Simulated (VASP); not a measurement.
# KBr (Fm-3m) in VASP: a series of runs, part 3 of 3

VASP 6.6.1. The steps go on from the part before.

## Step 13: Equation of state, PBEsol, 34.50 Å³/atom (volume scaled by 0.96)

INCAR

```
SYSTEM = KBr
PREC = Accurate
ENCUT = 520
EDIFF = 1E-7
ISMEAR = -1
SIGMA = 0.05
LREAL = .False.
LASPH = .True.
NELM = 80
ALGO = Normal
ISIF = 2
LWAVE = .False.
LCHARG = .False.
GGA = PS
NBANDS = 15
```

KPOINTS

```
Automatic mesh
0
Gamma
  7 7 7
  0 0 0
```

POSCAR

```
KBr
1.0
    0.0000000000      3.2553999381      3.2553999381
    3.2553999381      0.0000000000      3.2553999381
    3.2553999381      3.2553999381      0.0000000000
Br K
1 1
Direct
    0.5000000000      0.5000000000      0.5000000000
    0.0000000000      0.0000000000      0.0000000000
```

Launch:

```bash
$ cat potpaw_PBE.64/Br/POTCAR potpaw_PBE.64/K_sv/POTCAR > POTCAR
$ mpirun -np 1 vasp_std > vasp.out
```

It took 16 s on 1 thread of Intel Xeon Platinum 8488C (Sapphire Rapids), shared host; peak memory 0.21 GiB.

The run converged. Its results:

| Quantity | Value |
| --- | --- |
| Free energy | -6.4582 eV |
| Pressure | 0.4 GPa |
| Band gap on the k mesh | 4.38 eV, direct |

Caveat: the PAW data sets were made with another functional, which shifts forces and pressure a little.

## Step 14: Equation of state, PBEsol, 35.22 Å³/atom (volume scaled by 0.98)

INCAR is that of step 13.

KPOINTS is that of step 13.

POSCAR

```
KBr
1.0
    0.0000000000      3.2778516817      3.2778516817
    3.2778516817      0.0000000000      3.2778516817
    3.2778516817      3.2778516817      0.0000000000
Br K
1 1
Direct
    0.5000000000      0.5000000000      0.5000000000
    0.0000000000      0.0000000000      0.0000000000
```

Launch:

```bash
$ cat potpaw_PBE.64/Br/POTCAR potpaw_PBE.64/K_sv/POTCAR > POTCAR
$ mpirun -np 1 vasp_std > vasp.out
```

It took 15 s on 1 thread of Intel Xeon Platinum 8488C (Sapphire Rapids), shared host; peak memory 0.21 GiB.

Results (log left out):

* Free energy: -6.4599 eV
* Pressure: 0.0 GPa
* Band gap on the k mesh: 4.33 eV, direct

Caveat: the PAW data sets were made with another functional, which shifts forces and pressure a little.

## Step 15: Equation of state, PBEsol, 36.66 Å³/atom (volume scaled by 1.02)

INCAR is that of step 14.

KPOINTS is that of step 14.

POSCAR

```
KBr
1.0
    0.0000000000      3.3218549415      3.3218549415
    3.3218549415      0.0000000000      3.3218549415
    3.3218549415      3.3218549415      0.0000000000
Br K
1 1
Direct
    0.5000000000      0.5000000000      0.5000000000
    0.0000000000      0.0000000000      0.0000000000
```

Potentials or basis: VASP PAW PBE potentials, release 64 (Br, K_sv).

Launch:

```bash
$ cat potpaw_PBE.64/Br/POTCAR potpaw_PBE.64/K_sv/POTCAR > POTCAR
$ mpirun -np 1 vasp_std > vasp.out
```

Run time: 17 s. Hardware: 1 thread of Intel Xeon Platinum 8488C (Sapphire Rapids), shared host; peak memory 0.21 GiB.

Results (log left out):

```yaml
Free_energy: -6.4552 eV
Pressure: -0.5 GPa
Band_gap_on_the_k_mesh: 4.23 eV, direct
```

Caveat: the PAW data sets were made with another functional, which shifts forces and pressure a little; an odd mesh through Γ misses points on the zone boundary, where band edges often lie.

## Step 16: Equation of state, PBEsol, 37.37 Å³/atom (volume scaled by 1.04)

INCAR is that of step 15.

KPOINTS is that of step 15.

POSCAR

```
KBr
1.0
    0.0000000000      3.3434260326      3.3434260326
    3.3434260326      0.0000000000      3.3434260326
    3.3434260326      3.3434260326      0.0000000000
Br K
1 1
Direct
    0.5000000000      0.5000000000      0.5000000000
    0.0000000000      0.0000000000      0.0000000000
```

Launch:

```bash
$ cat potpaw_PBE.64/Br/POTCAR potpaw_PBE.64/K_sv/POTCAR > POTCAR
$ mpirun -np 1 vasp_std > vasp.out
```

It took 21 s on 1 thread of Intel Xeon Platinum 8488C (Sapphire Rapids), shared host; peak memory 0.21 GiB.

The run converged. Its results:

```yaml
Free_energy: -6.4493 eV
Pressure: -0.8 GPa
Band_gap_on_the_k_mesh: 4.19 eV, direct
```

Caveat: the PAW data sets were made with another functional, which shifts forces and pressure a little; an odd mesh through Γ misses points on the zone boundary, where band edges often lie.

## Step 17: Equation of state, PBEsol, 38.09 Å³/atom (volume scaled by 1.06)

INCAR is that of step 16.

KPOINTS is that of step 16.

POSCAR

```
KBr
1.0
    0.0000000000      3.3647223140      3.3647223140
    3.3647223140      0.0000000000      3.3647223140
    3.3647223140      3.3647223140      0.0000000000
Br K
1 1
Direct
    0.5000000000      0.5000000000      0.5000000000
    0.0000000000      0.0000000000      0.0000000000
```

Launch:

```bash
$ cat potpaw_PBE.64/Br/POTCAR potpaw_PBE.64/K_sv/POTCAR > POTCAR
$ mpirun -np 1 vasp_std > vasp.out
```

Run time: 19 s. Hardware: 1 thread of Intel Xeon Platinum 8488C (Sapphire Rapids), shared host; peak memory 0.21 GiB.

The run converged. Its results:

- Free energy: -6.4415 eV
- Pressure: -1.0 GPa
- Band gap on the k mesh: 4.14 eV, direct

Caveat: the PAW data sets were made with another functional, which shifts forces and pressure a little; an odd mesh through Γ misses points on the zone boundary, where band edges often lie.

## Step 18: Equation of state, PBEsol

Potentials or basis: VASP PAW PBE potentials, release 64 (Br, K_sv).

No new run: the results of the series are fitted here.

Results:

| Quantity | Value |
| --- | --- |
| Equilibrium volume | 35.28 Å³/atom |
| Bulk modulus | 15.4 GPa |
| Pressure derivative of the bulk modulus | 5.0 |

Energy against volume, from the lowest point:
| volume (Å³/atom) | energy (meV/atom) |
| --- | --- |
| 33.781 | 3.33 |
| 34.500 | 0.86 |
| 35.218 | 0.00 |
| 35.937 | 0.56 |
| 36.656 | 2.37 |
| 37.374 | 5.30 |
| 38.093 | 9.21 |

Caveat: the PAW data sets were made with another functional, which shifts forces and pressure a little.

## Step 19: Summary

| task | level | cell | ladder | gap on the mesh (eV) | pressure (GPa) | V0 of scaled cells (Å³/atom) | B0 (GPa) |
| --- | --- | --- | --- | --- | --- | --- | --- |
| single point | PBE | as given | - | 4.43 | 0.8 | - | - |
| single point | PBE | atoms moved at random, drawn with an rms of 0.05 Å | - | 4.43 | 0.8 | - | - |
| equation of state | PBE | as given | - | - | - | 37.81 | 13 |
| single point | PBEsol | as given | free | 4.28 | -0.3 | - | - |
| equation of state | PBEsol | as given | free | - | - | 35.28 | 15 |

Alike in all rows: potentials or basis VASP PAW PBE potentials, release 64 (Br, K_sv); no spin polarisation; k mesh 7 × 7 × 7; cutoff (eV) 520; smearing fermi-dirac 0.05 eV.

Caveats: an odd mesh through Γ misses points on the zone boundary, where band edges often lie (some runs); the PAW data sets were made with another functional, which shifts forces and pressure a little (some runs).

Total energies depend on the potentials used, so only differences within one code and one set of settings carry meaning.
